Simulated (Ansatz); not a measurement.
# CsPbCl3 (model cell, started as cubic perovskite with Pb in the octahedra): from the cell to its phonons, part 2 of 2

The cell of CsPbCl3 (model cell, started as cubic perovskite with Pb in the octahedra) is at rest. What are its phonons? After the zone centre comes a 2×2×2 q mesh on a 10×10×10 k mesh.

Ansatz 0.2.0; DFT LDA, scalar-relativistic, plane waves, PAW; PAW set soft_1.

So far. Step 2 (Linear response at the zone centre): Before it was imposed, the acoustic sum rule was missed by 1.5e-4 eV/Å² and the charge sum rule by 0.0018 e. Small misses are needed for a sound result but don't prove that mesh and cutoff are converged. The lowest optical mode is imaginary, 27.6i cm⁻¹, so the energy falls along it.

## Step 3: Response at finite wavevector

Stability and thermal properties need the whole zone. Linear response on a 2×2×2 q mesh gives force constants as far as a supercell of that size would, and the tensors from the zone-centre run are typed in so that the long-range dipole term is interpolated apart.

Input file input.yaml:

```yaml
crystal:
  lattice:
    - [5.5203976441, 0.0, 0.0]
    - [0.0, 5.5203976441, 0.0]
    - [0.0, 0.0, 5.5203976441]
  atoms:
    - { symbol: Cs, position: [0.0, 0.0, 0.0] }
    - { symbol: Pb, position: [0.5, 0.5, 0.5] }
    - { symbol: Cl, position: [0.5, 0.5, 0.0] }
    - { symbol: Cl, position: [0.5, 0.0, 0.5] }
    - { symbol: Cl, position: [0.0, 0.5, 0.5] }
kpoints:
  mp_grid: { grid: [10, 10, 10] }
hamiltonian:
  xc: lda
  pseudopotentials: { kind: paw, azcp: { folder: soft_1 }, xc_functional: pbe }
scf:
  occupations: { method: fixed }
output:
  eigenvalues: true
phonons:
  method: dfpt
  qmesh: [2, 2, 2]
  temperatures: { t_max: 1000, t_step: 50 }
  qpath:
    path:
      - [[0.0, 0.0, 0.0], [0.0, 0.5, 0.0], [0.5, 0.5, 0.0], [0.0, 0.0, 0.0], [0.5, 0.5, 0.5], [0.0, 0.5, 0.0]]
      - [[0.5, 0.5, 0.5], [0.5, 0.5, 0.0]]
    npoints: 10
  non_analytic_term:
    high_frequency_dielectric_tensor: [[4.3736, 0.0, 0.0], [0.0, 4.3736, 0.0], [0.0, 0.0, 4.3736]]
    born_effective_charges:
      - { species: Cs, tensor: [[1.3254, 0.0, 0.0], [0.0, 1.3254, 0.0], [0.0, 0.0, 1.3254]] }
      - { species: Pb, tensor: [[4.0189, 0.0, 0.0], [0.0, 4.0189, 0.0], [0.0, 0.0, 4.0189]] }
      - { species: Cl, tensor: [[-0.7096, 0.0, 0.0], [0.0, -0.7096, 0.0], [0.0, 0.0, -3.925]] }
      - { species: Cl, tensor: [[-0.7096, 0.0, 0.0], [0.0, -3.925, 0.0], [0.0, 0.0, -0.7096]] }
      - { species: Cl, tensor: [[-3.925, 0.0, 0.0], [0.0, -0.7096, 0.0], [0.0, 0.0, -0.7096]] }
    source: "zone-centre run at this cell"
```

Launch:

```sh
$ ansatz run input.yaml --threads 4 --pin off --max-ram 16384MiB --backend cpu --events-out ev --progress --plain --runs-dir out
```

Numbers of over 12 decimals in the logs are rounded to 6 here.

The log of the run:

```text
[...]
Crystal: 5 atoms, lattice volume = 168.233 Å³
Basis set: ecut = 420 eV, 3287 PW (Γ), exchange–correlation on 80×80×80 points (8 copies of the dense FFT grid, shifted against one another)
Bands: 27, of which v1, the nominal top of the filled ones, is band 22 counted from 1 (21 counted from 0)
Symmetry: 48 space group operations
k-points: 56 of 1000
[...]
SCF iter   1: F=—  HF=-20249.820572 eV  |F-HF|=—  |Δ(HF+E_count)|=         —  Δρ=2.44e-2  dr2=2.26e0  ethr=3.10e-3  ⟨swp⟩=5.0  Hψ=6399  notcnv=0  defer=93
[...]
SCF iter  10: F=-20248.676598 eV  HF=-20248.676598 eV  |F-HF|=0.00e0  |Δ(HF+E_count)|=  1.46e-10  Δρ=4.48e-8  dr2=7.21e-12  ethr=1.00e-12  ⟨swp⟩=15.8  Hψ=11068  notcnv=0
SCF 1 converged in 10 iterations: F = -20248.676598 eV  dr2 = 7.21e-12
[...]
NSCF: frozen V_eff on 56 k-points
[...]
DFPT response loops at q = (0, 0, 0) (fractional): preconditioner auto → Resta (q_TF=auto, 2.182 Å⁻¹)  ε∞=6.2 (no band partly filled); β = 1.00, the filter's whole step (`scf.mixing.beta` (0.50) is not read by the response loops at its default; to damp them type it under 1.00, their step now; it binds the ground state too); Broyden in place of MSR1
[...]
SCF converged after 10 iterations
Free energy (F): -20248.676598 eV
[...]
Internal energy: -20248.676598 eV  (E = F + TS)
E sigma→0 (E₀):  -20248.676598 eV
Fermi energy:    4.514441 eV
[...]
--- Band table (eV; the first three rows and the last of 56) ---
  k-point 0: bands = [... 18 lower, 1.5588, 1.6961, 1.6961, 1.6961, 7.2688, 8.2230, 8.2230, 9.2104, ... 1 higher]
  k-point 1: bands = [... 18 lower, 1.5479, 1.6837, 1.6837, 1.6928, 7.3772, 8.2979, 8.3036, 9.2468, ... 1 higher]
  k-point 2: bands = [... 18 lower, 1.5200, 1.6505, 1.6505, 1.7304, 7.6719, 8.5157, 8.5271, 9.3532, ... 1 higher]
  k-point 55: bands = [... 18 lower, 2.0438, 2.0438, 2.0438, 4.5144, 6.0530, 6.0530, 6.0530, 9.0629, ... 1 higher]
--- Phonons (Γ-DFPT): 4 representative perturbations + reference (Σ response iterations 13) ---
  ASR residual: 7.065e-5 → 0.000e0 eV/Å²; symmetrization residual: 2.738e-5 eV/Å²
  ASR residual per site (eV/Å²): 1.79e-5 3.73e-7 7.06e-5 7.06e-5 7.06e-5
[...]
--- Phonons (arbitrary-q DFPT): 4 irreducible q on the 2×2×2 mesh ---
  q = [0.0000, 0.0000, 0.0000] (star 1, of the zone-centre solve; hermiticity 1.65e-5, symmetrization 7.99e-12): -27.65 -27.65 -27.65 -18.72 -18.72 -18.72 -0.00 -0.00 0.00 44.08 44.08 44.08 163.53 163.53 163.53
  q = [0.0000, 0.0000, -0.5000] (star 3, 9 solved perturbations in 1674 linear systems a pass and spin channel, the states on 216 of 1000 k-point pairs; hermiticity 5.90e-6, symmetrization 3.75e-13): -17.58 -17.58 -13.54 -13.54 24.77 35.16 35.16 36.27 36.27 39.69 50.72 114.52 163.87 163.87 266.82
[...]
sum rule: each row above includes the acoustic sum rule's correction from the zone centre's row sums; it moved no ω² by more than (0.74 cm⁻¹)²
  mesh force constants: q→R imaginary residual 5.78e-18; ASR residual 7.065e-5 → 0.000e0 eV/Å²; symmetrization residual 5.329e-15 eV/Å²
  interpolated dispersion: 63 rows × 15 modes
  density of states and harmonic sums: on the 12×12×12 q-mesh, interpolated from the force constants of a 2×2×2 supercell (with the dipole–dipole term of supplied tensors)
  largest difference from the sums on the solved wave vectors: F 1.07e-1 eV, S 1.37e-4 and C_V 2.99e-5 eV/K
  zero-point energy: 0.066997 eV/cell   skipped modes (ω ≤ 0): 361, of them read as no rigid motion or as one in doubt: 358 (4.151e0 modes/cell left out, lowest -55.78 cm⁻¹)   left out of the sums: 2.77e-1 of the cell's modes: C_V's classical limit lies that fraction below 3 k_B per atom; for a crystal, a wire or a layer, F and S can be off by more, and a phonons.interpolated_qmesh denser along its periods is the remedy for the sampling
```

Elapsed: 7.9 min, on 4 threads of Intel Xeon Platinum 8259CL at 2.50GHz (Skylake/Cascade Lake), shared host; peak memory 2.5 GiB.

This step gave:

```
sum-rule residual before enforcement                    : 7.06e-5 eV/Å²
lowest frequency on the path                            : -55.78 cm⁻¹
highest frequency on the path or at a solved wavevector : 279.8 cm⁻¹
lowest mode on the q mesh (acoustic modes at Γ apart)   : -55.78 cm⁻¹
```

Frequencies (cm⁻¹) solved at each irreducible wavevector; negative means imaginary. Frequencies by wavevector, by row:

| q in reciprocal lattice units | star | mode 1 | mode 2 | mode 3 | mode 4 | mode 13 | mode 14 | mode 15 |
| --- | --- | --- | --- | --- | --- | --- | --- | --- |
| 0 0 0 | 1 | -27.6 | -27.6 | -27.6 | -18.7 | 163.5 | 163.5 | 163.5 |
| 0 0 -0.5 | 3 | -17.6 | -17.6 | -13.5 | -13.5 | 163.9 | 163.9 | 266.8 |
| 0 -0.5 -0.5 | 3 | -55.3 | -27.5 | -27.5 | 8 | 164 | 244.4 | 274.5 |
| -0.5 -0.5 -0.5 | 1 | -55.8 | -55.8 | -55.8 | -14.9 | 244.2 | 244.2 | 279.8 |

Interpolated from a 2×2×2 q mesh, with the LO-TO term (at Γ the limit along the path; where Γ stands inside the path, tables give the limit on arrival). Phonon branches along the path, in cm⁻¹:

| point | branch 1 | branch 2 | branch 3 | branch 4 | branch 12 | branch 13 | branch 14 | branch 15 |
| --- | --- | --- | --- | --- | --- | --- | --- | --- |
| Γ | -28 | -28 | -19 | -19 | 46 | 164 | 164 | 250 |
| halfway | -24 | -24 | -13 | -13 | 87 | 164 | 164 | 258 |
| X | -18 | -18 | -14 | -14 | 114 | 164 | 164 | 267 |
| halfway | -44 | -20 | -19 | -12 | 111 | 164 | 211 | 268 |
| M | -55 | -28 | -28 | 8 | 108 | 164 | 244 | 274 |
| halfway | -39 | -23 | -19 | 6 | 87 | 164 | 200 | 254 |
| Γ | -28 | -28 | -19 | -19 | 46 | 164 | 164 | 250 |
| halfway | -40 | -36 | -36 | -8 | 87 | 203 | 203 | 252 |
| R | -56 | -56 | -56 | -15 | 105 | 244 | 244 | 280 |
| halfway | -46 | -42 | -36 | -13 | 109 | 205 | 217 | 268 |
| X | -18 | -18 | -14 | -14 | 114 | 164 | 164 | 267 |
| jump to R | -56 | -56 | -56 | -15 | 105 | 244 | 244 | 280 |
| halfway | -56 | -45 | -45 | -12 | 107 | 210 | 244 | 275 |
| M | -55 | -28 | -28 | 8 | 108 | 164 | 244 | 274 |

Tetrahedra on a 12×12×12 mesh, mean over bins of 5 cm-1. Interpolated from a 2×2×2 q mesh. The phonon density of states by wavenumber; read off at these points:

| wavenumber (cm⁻¹) | phonon density of states (1/cm⁻¹/cell) |
| --- | --- |
| -58 | 0.00295 |
| -48 | 0.0566 |
| -38 | 0.062 |
| -28 | 0.118 |
| -22 | 0.118 |
| -12 | 0.135 |
| -2 | 0.0379 |
| 8 | 0.0539 |
| 18 | 0.0652 |
| 28 | 0.0601 |
| 32 | 0.0532 |
| 42 | 0.105 |
| 48 | 0.108 |
| 52 | 0.0932 |
| 62 | 0.0839 |
| 68 | 0.0932 |
| 72 | 0.0735 |
| 82 | 0.0513 |
| 88 | 0.0350 |
| 98 | 0.0481 |
| 108 | 0.0880 |
| 118 | 0 |
| 128 | 0 |
| 138 | 0 |
| 142 | 0 |
| 152 | 0 |
| 162 | 0.0226 |
| 172 | 0.0347 |
| 182 | 0.0256 |
| 192 | 0.0204 |
| 198 | 0.0187 |
| 208 | 0.0185 |
| 218 | 0.0169 |
| 228 | 0.0176 |
| 238 | 0.0176 |
| 248 | 0.00528 |
| 252 | 0.0269 |
| 262 | 0.0426 |
| 272 | 0.0280 |
| 282 | 0 |

The partial phonon density of states has structure finer than the step of the table below, so its rows give means over 10 cm⁻¹, whole bins alone (the curve runs from -65.2 to 297 cm⁻¹). Peaks (cm⁻¹: height): Cl -44.7: 0.0609, -35.6: 0.0733, -24.2: 0.0819, 53.2: 0.0756, 71.4: 0.0619, 171.6: 0.0643, 267.2: 0.0555; Cs -24.2: 0.0502, -10.6: 0.0942, 23.6: 0.0422; Pb 50.9: 0.0370, 69.1: 0.0604, 87.3: 0.0588, 105.6: 0.0698.

Phonopy on the run's constants, 11x11x11 mesh, Gaussian sigma 2.6 cm-1. Interpolated from a 2×2×2 q mesh. Partial phonon density of states against wavenumber; means over each step; values in 1/cm⁻¹/cell:

| wavenumber (cm⁻¹) | Cl | Cs | Pb |
| --- | --- | --- | --- |
| -60 | 0.00856 | 6.7e-6 | 5.5e-7 |
| -50 | 0.0522 | 2.9e-4 | 3.1e-5 |
| -40 | 0.0585 | 0.00284 | 1.1e-4 |
| -30 | 0.0643 | 0.0240 | 3.3e-4 |
| -20 | 0.0509 | 0.0411 | 7.4e-4 |
| -10 | 0.0268 | 0.0705 | 0.00192 |
| 0 | 0.0108 | 0.0224 | 9.5e-4 |
| 10 | 0.0281 | 0.0324 | 0.00376 |
| 20 | 0.0313 | 0.0369 | 0.00692 |
| 30 | 0.0285 | 0.0212 | 0.0136 |
| 40 | 0.0455 | 0.0207 | 0.0279 |
| 50 | 0.0602 | 0.0130 | 0.0305 |
| 60 | 0.0489 | 0.00466 | 0.0126 |
| 70 | 0.0553 | 0.00470 | 0.0399 |
| 80 | 0.0281 | 0.00140 | 0.0120 |
| 90 | 0.00749 | 0.00125 | 0.0380 |
| 100 | 0.00521 | 0.00128 | 0.0496 |
| 110 | 0.00530 | 0.00103 | 0.0439 |
| 120 | 2.8e-4 | 2.1e-5 | 0.00159 |
| 130 | 0 | 0 | 0 |
| 140 | 0 | 0 | 0 |
| 150 | 2.2e-5 | 0 | 3.2e-6 |
| 160 | 0.0163 | 0 | 0.00260 |
| 170 | 0.0470 | 1.1e-5 | 0.00600 |
| 180 | 0.0111 | 2.8e-6 | 0.00107 |
| 190 | 0.0324 | 1.0e-5 | 0.00181 |
| 200 | 0.00961 | 5.8e-6 | 4.8e-4 |
| 210 | 0.0179 | 1.3e-6 | 3.2e-4 |
| 220 | 0.0184 | 3.3e-6 | 3.2e-4 |
| 230 | 0.0169 | 0 | 6.8e-5 |
| 240 | 0.0163 | 2.6e-6 | 8.9e-5 |
| 250 | 0.0175 | 7.9e-5 | 0.00142 |
| 260 | 0.0360 | 7.3e-5 | 0.00119 |
| 270 | 0.0400 | 2.7e-5 | 4.2e-4 |
| 280 | 0.00453 | 0 | 2.1e-5 |
| 290 | 8.9e-6 | 0 | 0 |

Symmetry leaves 4 wavevectors to solve. The lowest mode among them, the acoustic zeros apart, lies at q = (-0.5, -0.5, -0.5) and is imaginary, 55.8i cm⁻¹, so the energy falls along it.

## Step 4: Summary of results

```yaml
space_group_within_0p01_a: Pm-3m
volume_per_atom: 33.6 Å³
gap_on_the_k_mesh: 1.54 eV
highest_optical_mode_at_the_zone_centre_no_lo_to_term: 164 cm⁻¹
top_of_the_zone_centre_spectrum_with_the_field: 250 cm⁻¹
lowest_optical_zone_centre_mode: -27.6 cm⁻¹
mean_high_frequency_dielectric_constant: 4.37
largest_born_charge_third_of_the_trace: 4.02 e
lowest_mode_on_the_q_mesh_acoustic_modes_at_gamma_apart: -55.8 cm⁻¹
highest_frequency_on_the_path_or_at_a_solved_wavevector: 280 cm⁻¹
imaginary_modes_on_the_2x2x2_q_mesh: yes
```

Modes are clearly imaginary (beyond 10i cm⁻¹) at 4 of the 4 irreducible wavevectors, most at q = (-0.5, -0.5, -0.5) (55.8i cm⁻¹), so this structure is not a minimum of the energy. Without the field, the optical modes at Γ span -28 to 164 cm⁻¹ (negative means imaginary). The highest mode in this list at Γ, 163.5 cm⁻¹, is mostly motion of Cl (86 % of the kinetic energy). With the macroscopic field of the longitudinal modes the top of the zone-centre spectrum lies at 250 cm⁻¹, against 164 cm⁻¹ without it. Among the real modes, the strongest infrared line is at 164 cm⁻¹. Spin-orbit coupling is left out, which can matter for the heavy elements here. The PAW files were made for PBE and serve the other functionals too. The starting cell was built on a prototype and not taken from a measurement, so the phase need not exist. These are harmonic frequencies at zero temperature: anharmonic shifts, linewidths and thermal expansion are left out.

[Logs are printed without paths, hosts, clocks, repeated set-up lines and the standing remarks that a program may print on its own settings, such as how far it seeks lower states.]

[Hosts, paths, dates, database ids (printed as entryN), source tags and the programs' standing remarks are cut or masked in the printed files.]
